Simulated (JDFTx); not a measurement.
Bi:

```
CELL_PARAMETERS angstrom
2.26750 1.30914 3.93800
-2.26750 1.30914 3.93800
0.00000 -2.61828 3.93800
ATOMIC_POSITIONS crystal
Bi 0.76600 0.76600 0.76600
Bi 0.23400 0.23400 0.23400
```

Base run:

```yaml
Program: JDFTx 1.7.0 (patched build)
Functional: PBEsol
Potentials_or_basis: PseudoDojo-SR-PBEsol-0.4.1-standard with smoothed tails
Cutoff: 898 eV
Density_cutoff: 7184 eV
k_mesh: 7 × 7 × 7
Occupations: gaussian, width 0.02 eV
Spin: no spin polarisation
```

Its results: band gap on the k mesh 0.26 eV, indirect (least direct gap 0.52 eV); pressure -0.3 GPa; largest force 0.147 eV/Å.

Question: The run is repeated on the same cell with these changes: functional from PBEsol to LDA; potentials or basis from PseudoDojo-SR-PBEsol-0.4.1-standard with smoothed tails to PseudoDojo-SR-LDA-0.4.1-standard with smoothed tails; cutoff from 898 eV to 952 eV; density cutoff from 7184 eV to 7619 eV. What comes out?

Answer: Band gap on the k mesh 0.27 eV, indirect (least direct gap 0.52 eV); pressure -1.6 GPa; largest force 0.059 eV/Å.

Caveats: spin-orbit coupling is left out, which as a rule narrows the gap of such compounds by several tenths of an eV; an odd mesh through Γ misses points on the zone boundary, where band edges often lie.
